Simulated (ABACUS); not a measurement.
**RbCl under changes of volume**

One of the cells (35.094 Å³/atom); the others are scaled copies at fixed shape and fractional positions:

```xyz
2
Lattice="0.0000 3.2740 3.2740 3.2740 0.0000 3.2740 3.2740 3.2740 0.0000" Properties=species:S:1:pos:R:3 pbc="T T T"
Rb    0.0000    0.0000    0.0000
Cl    3.2740    3.2740    3.2740
```

| Quantity | Value |
| --- | --- |
| Program | ABACUS 3.10.1 |
| Functional | PBE |
| Potentials or basis | PseudoDojo NC SR 0.5 PBE standard |
| Cutoff | 789 eV |
| Density cutoff | 3157 eV |
| Basis | plane waves |
| k mesh | 6 × 6 × 6 |
| Occupations | fermi-dirac, width 0.05 eV |
| Spin | no spin polarisation |

```csv
volume (Å³/atom),energy over the lowest point (meV/atom),pressure (GPa),gap on the mesh (eV)
32.989,31.60,2.5,5.26
33.690,21.64,2.0,5.19
34.392,13.85,1.5,5.12
35.094,7.98,1.1,5.05
35.796,?,?,?
36.498,1.23,0.4,4.93
37.200,0.00,0.1,4.87
```

**Question.** What does the run at 35.796 Å³/atom give?

**Answer.** Energy over the lowest point 3.84 meV/atom; pressure 0.7 GPa; gap on the mesh 4.99 eV.

Worked out: A Birch-Murnaghan fit of order 3 (a polynomial in V^(-2/3)) to the other rows has its minimum at 37.55 Å³/atom, just outside them, with B0 = V·E''(V) = 14.1 GPa and B' = 5.1. It gives 3.84 meV/atom at 35.796 Å³/atom, against the run's 3.84, and -dE/dV = 0.8 GPa, against 0.7. A straight line through the other rows of the gap, of slope -3.24 eV per unit of ln V (its deformation potential), gives 4.99 eV, against the run's 4.99.

Energies are extrapolated to zero smearing.

Spin-orbit coupling on Rb is left out.
